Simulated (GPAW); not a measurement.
# Ag (P6_3/mmc) in GPAW: equation of state

How stiff is Ag in PBE, and what volume does it want? The cell is scaled to several volumes.

Program: GPAW 26.7.0. These are calculated values, not measurements. Logs are shortened: lines on timing, memory, paths and dates and some standing lists are left out, and cuts for length are marked. The log counts tension as positive stress, the text compression.

## (1) The structure

The structure is hexagonal, space group P6_3/mmc (No. 194). The conventional cell has a = 2.930 Å, b = 2.930 Å, c = 4.790 Å, α = 90.00°, β = 90.00°, γ = 120.00°. Around Ag (site symmetry -6m2) lie 12 Ag at 2.93 Å.

This isn't the form of Ag at room conditions, which is fcc.

## (2) Equation of state, PBE

The input, run.py:

```python
from ase.eos import EquationOfState
from ase.io import Trajectory, read
from ase.units import GPa
from gpaw import GPAW, PW

atoms = read('Ag.xyz')

traj = Trajectory('eos.traj', 'w')
volumes, energies = [], []
for x in [0.94, 0.96, 0.98, 1.0, 1.02, 1.04, 1.06]:
    a = atoms.copy()
    a.set_cell(atoms.cell * x**(1 / 3), scale_atoms=True)
    calc = GPAW(mode=PW(600),
                xc='PBE',
                kpts={'size': (10, 10, 6), 'gamma': True},
                occupations={'name': 'fermi-dirac', 'width': 0.05},
                nbands=31,
                convergence={'density': 1e-05, 'energy': 1e-05},
                maxiter=150,
                txt=f'eos-{x:.2f}.txt')
    a.calc = calc
    energies.append(a.get_potential_energy(force_consistent=True))
    volumes.append(a.get_volume())
    p = -a.get_stress()[:3].mean() / GPa
    calc.write(f'eos-{x:.2f}.gpw')
    traj.write(a)
    print(f'{x:.2f} {volumes[-1]:10.4f} A^3 {energies[-1]:14.6f} eV {p:9.3f} GPa', flush=True)

v0, e0, B = EquationOfState(volumes, energies, eos='birchmurnaghan').fit()
print(f'V0 = {v0:.4f} A^3, E0 = {e0:.6f} eV, B0 = {B / GPa:.2f} GPa')
```

The input, Ag.xyz:

```xyz
2
Lattice="2.9300000000 0.0000000000 0.0000000000 -1.4650000000 2.5374544331 0.0000000000 0.0000000000 0.0000000000 4.7900000000" Properties=species:S:1:pos:R:3 pbc="T T T"
Ag     1.4650000001      0.8458181443      3.5925000000
Ag    -0.0000000001      1.6916362888      1.1975000000
```

Potentials or basis: GPAW PAW data sets (gpaw-data 1.2.1), pw.

Launch:

```console
> OMP_NUM_THREADS=1 python run.py
```

The program printed:

```text
__  _  _
 | _ |_)|_||  |
 |__||  | ||/\| - 26.7.0

Input parameters:
  mode=PW(ecut=600.0),
  convergence={'density': 1e-05, 'energy': 1e-05},
  kpts=MonkhorstPack(size=(10, 10, 6), gamma=True),
  maxiter=150,
  nbands=31,
  occupations=Occupations(name='fermi-dirac', width=0.05),
  xc=XC(name='PBE')

Diagonalizing LCAO Hamiltonian
Converting LCAO to pw mode

          Ag

        Ag

Atoms  # Å, Bohr magnetons
|   | symbol |         x |        y |        z |    initial magnetic moments |
|---|--------|-----------|----------|----------|-----------------------------|
| 0 |     Ag |  1.435094 | 0.828552 | 3.519163 | ( 0.0000,  0.0000,  0.0000) |
| 1 |     Ag | -0.000000 | 1.657103 | 1.173054 | ( 0.0000,  0.0000,  0.0000) |

Unit cell  # Å
| periodic |         x |        y |        z |  lengths |     angles |
|----------|-----------|----------|----------|----------|------------|
|      yes |  2.870187 | 0.000000 | 0.000000 | 2.870187 |  90.000000 |
|      yes | -1.435094 | 2.485655 | 0.000000 | 2.870187 |  90.000000 |
|      yes |  0.000000 | 0.000000 | 4.692217 | 4.692217 | 120.000000 |

Number of symmetries: 12
Symmetry operations  # r_c * U_cc + t_c -> r_c
|    | kind |            matrix            |
|----|------|------------------------------|
|  0 |  σ   |  1, 1, 0,  0,-1, 0,  0, 0, 1 |
|  1 |  S6  |  1, 1, 0, -1, 0, 0,  0, 0,-1 |
|  2 |  E   |  1, 0, 0,  0, 1, 0,  0, 0, 1 |
|  3 |  C2  |  1, 0, 0, -1,-1, 0,  0, 0,-1 |
|  4 |  C2  |  0, 1, 0,  1, 0, 0,  0, 0,-1 |
|  5 |  C3  |  0, 1, 0, -1,-1, 0,  0, 0, 1 |
|  6 |  S6  |  0,-1, 0,  1, 1, 0,  0, 0,-1 |
|  7 |  σ   |  0,-1, 0, -1, 0, 0,  0, 0, 1 |
|  8 |  σ   | -1, 0, 0,  1, 1, 0,  0, 0, 1 |
|  9 |  i   | -1, 0, 0,  0,-1, 0,  0, 0,-1 |
| 10 |  C3  | -1,-1, 0,  1, 0, 0,  0, 0, 1 |
| 11 |  C2  | -1,-1, 0,  0, 1, 0,  0, 0,-1 |

BZ-sampling:
  Number of BZ points: 600
  Number of IBZ points: 72

  Monkhorst-Pack size: [10, 10, 6]
  Monkhorst-Pack shift: [0.05, 0.05, 0.08333333333333333]

K-points  # in reciprocal-cell coordinates
|     |                                coordinates |     weight |
|-----|--------------------------------------------|------------|
|   0 | (  0.00000000,   0.00000000,   0.00000000) | 0.00166667 |
|   1 | (  0.00000000,   0.00000000,   0.16666667) | 0.00333333 |
|   2 | (  0.00000000,   0.00000000,   0.33333333) | 0.00333333 |
|   3 | (  0.00000000,   0.00000000,   0.50000000) | 0.00166667 |
|   4 | (  0.10000000,   0.00000000,  -0.33333333) | 0.01000000 |
|   5 | (  0.10000000,   0.00000000,  -0.16666667) | 0.01000000 |
|   6 | (  0.10000000,   0.00000000,   0.00000000) | 0.01000000 |
|   7 | (  0.10000000,   0.00000000,   0.16666667) | 0.01000000 |
|   8 | (  0.10000000,   0.00000000,   0.33333333) | 0.01000000 |
|   9 | (  0.10000000,   0.00000000,   0.50000000) | 0.01000000 |
| ... |                                            |            |
|  71 | (  0.50000000,   0.50000000,   0.50000000) | 0.00500000 |

Plane wave coefficients: 1132
Cutoff: 600.0 eV

Spin-components: 1 (collinear spins)
Bands:           31
Projectors:      12
Spin-degeneracy: 2
Datatype:        complex128

Parallelization:
  kpt:    1
  domain: 1
  band:   1

Density:
  Valence electrons: 34.0
  Components: 1
  Grid points: [18 18 27]
  Charge: 0.0  # |e|

Potential:
  Grid points: [18 18 27]

species:
  Ag:
    name:    Silver
    Z:       47.0
    valence: 17
    core:    30
    charge:  0.0  # [|e|]
    compensation charges:
      type: gauss
      rc: 0.40  # [Å]
      lmax: 2
    cutoffs:
      filter: 2.35  # [Å]
      core: 2.19  # [Å]
    projectors
    | kind |    occ | energy [eV] | rcut [Å] |
    |------|--------|-------------|----------|
    |   5s |  1.000 |      -4.401 |    1.286 |
    |   4p |  6.000 |     -58.577 |    1.328 |
    |   5p |  0.000 |      -0.738 |    1.328 |
    |   4d | 10.000 |      -7.446 |    1.180 |
    |    s |        |      22.811 |    1.286 |
    |    d |        |      19.766 |    1.180 |

    Using partial waves for Ag as LCAO basis

Reference energy: -289195.652707  # eV

eigensolver:
  PPCG
  Converge bands: occupied
  niter=2

density mixing:
  MSR1-Mixer
  Pratt-step length: 0.05
  Maximum mixing coefficient: 0.75
  Old densities: 10
  SVD Regularization: 0.005
  Good broyden scale: 1.0
  Trust region scale: 1.0
  Backstep threshold: 4.0
  History deletion threshold: 6.0
  Fourier metric: weight=20.0, sigma=0.015

occupation numbers:
  Fermi-Dirac:
    width: 0.0500  # eV

poisson solver:
  ecut: 4800.0  # eV

xc functional:
  name: PBE with 2 nearest neighbor stencil

convergence criteria:
- Maximum integral of absolute [dens]ity change: 1e-05 electrons / valence electron
- Maximum [total energy] change in last 3 cyles: 1e-05 eV / valence electron
- Maximum integral of absolute [eigenst]ate change: 4e-08 eV^2 / valence electron
maximum number of iterations: 150

SCF iterations
|iter     | |      energy | eigst |  dens |
|---------|-|-------------|-------|-------|
|iter:   1| |   -6.173316 | -0.53 |       |
|iter:   2| |   -6.047586 | -3.32 | -1.31 |
|iter:   3| |   -5.671778 | -2.93 | -1.37 |
|iter:   4| |   -5.666428 | -4.22 | -2.14 |
|iter:   5| |   -5.664878 | -4.25 | -2.40 |
|iter:   6| |   -5.664882 | -6.82 | -3.90 |
|iter:   7| |   -5.664882c| -7.29 | -4.14 |
|iter:   8| |   -5.664882c| -8.42c| -5.31c|

Converged in 8 steps
Energy contributions relative to reference atoms: (reference = -289195.652707)

Energy contributions:
  Kinetic:           1.105221
  Coulomb:          -2.934211
  Zero:              0.333428
  External:          0.000000
  Xc:               -4.166330
  Entropy:          -0.005980
  Spinorbit:         0.000000
  ----------------------------
  Free energy:      -5.667872
  Extrapolated:     -5.664882

dipole moment: (0.000000, 0.000001, 0.000001)  # |e|*Ang

Fermi level: 8.534
Eigenvalues  # (at kpt = [0.000, 0.000, 0.000])
| band index |      eig [eV] | occ [0-2] |
|------------|---------------|-----------|
|          0 |       -47.063 |     2.000 |
|        ... |               |           |
|         10 |         3.774 |     2.000 |
|         11 |         4.022 |     2.000 |
|         12 |         4.022 |     2.000 |
|         13 |         4.388 |     2.000 |
|         14 |         4.388 |     2.000 |
|         15 |         5.443 |     2.000 |
[... 8 lines left out ...]
|         24 |        29.457 |     0.000 |
|         25 |        29.457 |     0.000 |
|        ... |               |           |
|         30 |        34.738 |     0.000 |

No gap
No difference between direct/indirect transitions

Stress tensor  # eV/Ang^3
|         x |         y |         z |
|-----------|-----------|-----------|
| -0.047742 | -0.000000 |  0.000000 |
| -0.000000 | -0.047742 |  0.000000 |
|  0.000000 |  0.000000 | -0.043630 |

# Writing to eos-0.94.gpw (mode='')
```

It took 5.6 min on 1 thread of Arm Neoverse V1, shared host; peak memory 0.29 GiB.

What came out:

| Property | Result |
| --- | --- |
| Equilibrium volume | 17.92 Å³/atom |
| Bulk modulus at fixed shape and positions | 90 GPa |
| Pressure derivative of the bulk modulus | 5.7 |

Energy against volume, from the lowest point:
```csv
volume (Å³/atom),energy (meV/atom)
16.738,25.18
17.094,11.59
17.450,3.42
17.806,0.00
18.162,0.73
18.518,5.10
18.875,12.65
```

Caveat: the cell was scaled at fixed shape and fractional positions, which overstates the stiffness of a crystal with free parameters, most of all of layers and chains.
